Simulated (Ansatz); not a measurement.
Zinc-blende ZnTe, treated with PBEsol (PAW; Ansatz, a first-principles code).

Run with plane-wave cutoff 520 eV, 10×10×10 k mesh, scalar-relativistic PAW data made under PBE.

Cell (relaxed at this level):

```yaml
crystal:
  lattice:
    - [0.00000, 3.03298, 3.03298]
    - [3.03298, 0.00000, 3.03298]
    - [3.03298, 3.03298, 0.00000]
  atoms:
    - { symbol: Zn, position: [0.00000, 0.00000, 0.00000] }
    - { symbol: Te, position: [0.75000, 0.75000, 0.75000] }
```

Predict the elastic constant C11, Young modulus, elastic constant C44, Poisson ratio and elastic constant C12.


elastic constant C11: 71.3 GPa
Young modulus: 62.5 GPa
elastic constant C44: 32.3 GPa
Poisson ratio: 0.293
elastic constant C12: 39.9 GPa

Measured, for comparison: elastic constant C11 71.1 GPa, elastic constant C44 31.3 GPa, elastic constant C12 40.7 GPa (temperature not stated, no zero-point or thermal correction; as tabulated in Oses et al. (2018), arXiv:1811.08464). Computed (rounded) less measured: elastic constant C11 +0.3 %, elastic constant C44 +3 %, elastic constant C12 -2 %. A static lattice is as a rule a little smaller and stiffer than an uncorrected measurement, which narrows the difference in the elastic constant C44 and would widen misses of the other sign.

Elastic constants are with the ions relaxed.

Spin–orbit coupling is not included.

Static lattice: no zero-point or thermal effects.

The result took about 15 core-minutes (a rough figure).
